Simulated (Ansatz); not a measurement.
Ta:

```
CELL_PARAMETERS angstrom
-1.65128 1.65128 1.65128
1.65128 -1.65128 1.65128
1.65128 1.65128 -1.65128
ATOMIC_POSITIONS crystal
Ta 0.00000 0.00000 0.00000
```

| Item | Value |
| --- | --- |
| Program | Ansatz 0.2.0 |
| Task | relaxation of cell and atoms |
| Functional | revPBE |
| Dispersion | D3(BJ) |
| Potentials or basis | Ansatz PAW |
| Cutoff | 420 eV (not typed: the program's choice for these potentials) |
| k mesh | 11 × 11 × 11 |
| Occupations | fermi-dirac, width 0.05 eV |
| Spin | no spin polarisation |

At the start: volume 18.01 Å³/atom.

How do energy, volume and symmetry change on relaxing?

It ends after 4 steps and the volume is 17.50 Å³/atom (-2.8 %); space group Im-3m (No. 229, to 0.05 Å).

Step by step:
```tsv
step	energy change (eV)	largest force (eV/Å)	volume (Å³)
1	0.0000	0.0000	18.01
2	-0.0092	0.0000	17.58
3	-0.0094	0.0000	17.50
4	-0.0093	0.0000	17.50
```

Final structure:
```
CELL_PARAMETERS angstrom
-1.63558 1.63558 1.63558
1.63558 -1.63558 1.63558
1.63558 1.63558 -1.63558
ATOMIC_POSITIONS crystal
Ta 0.00000 0.00000 0.00000
```

Caveat: the plane-wave basis is chosen anew once the cell has moved, so the energies of steps on either side of that aren't comparable; pairwise dispersion overbinds metals, which lowers pressure and volume; the PAW data sets come from PBE, with cores solved anew for the run's functional, which leaves a small shift of forces and pressure.
